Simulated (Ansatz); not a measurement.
(100) slab cut from the bulk of SnS, Pnma (No. 62); the slab's formula is SnS:

```xyz
16
Lattice="4.0223 0.0000 0.0000 0.0000 4.4566 0.0000 0.0000 0.0000 35.1126" Properties=species:S:1:pos:R:3 pbc="T T T"
Sn    3.0167    2.8099    7.5000
S     1.0056    0.1008    7.8276
S     3.0167    2.3290   10.1138
Sn    1.0056    0.5816   10.4414
Sn    3.0167    3.8750   13.2237
S     1.0056    2.1275   13.5514
S     3.0167    4.3558   15.8375
Sn    1.0056    1.6467   16.1651
Sn    3.0167    2.8099   18.9474
S     1.0056    0.1008   19.2751
S     3.0167    2.3290   21.5612
Sn    1.0056    0.5816   21.8889
Sn    3.0167    3.8750   24.6712
S     1.0056    2.1275   24.9988
S     3.0167    4.3558   27.2849
Sn    1.0056    1.6467   27.6126
```

All numbers below come from Ansatz, DFT PBE, scalar-relativistic, plane waves, PAW. Cutoff 420 eV; k points 7×6×1 on the computed 16-atom cell (Γ-centred); Gaussian smearing, width 0.05 eV; no spin polarisation. A dipole correction removes the field between periodic images along c.

(1) What forces act on the atoms?

Answers

(1)
| atom | Fx (eV/Å) | Fy (eV/Å) | Fz (eV/Å) |
| --- | --- | --- | --- |
| Sn1 | 0.000 | -0.055 | 0.181 |
| S2 | 0.000 | 0.040 | 0.037 |
| S3 | 0.000 | 0.049 | -0.144 |
| Sn4 | 0.000 | -0.042 | -0.064 |
| Sn5 | 0.000 | 0.003 | -0.002 |
| S6 | 0.000 | 0.005 | 0.002 |
| S7 | 0.000 | -0.001 | -0.001 |
| Sn8 | 0.000 | 0.002 | -0.004 |
| Sn9 | 0.000 | -0.002 | 0.004 |
| S10 | 0.000 | 0.001 | 0.001 |
| S11 | 0.000 | -0.005 | -0.002 |
| Sn12 | 0.000 | -0.003 | 0.003 |
| Sn13 | 0.000 | 0.042 | 0.064 |
| S14 | 0.000 | -0.049 | 0.144 |
| S15 | 0.000 | -0.040 | -0.037 |
| Sn16 | 0.000 | 0.055 | -0.181 |

Cost: 1 run of about 2.5 core-minutes, on Intel Xeon Platinum 8259CL (Skylake/Cascade Lake) (shared hosts).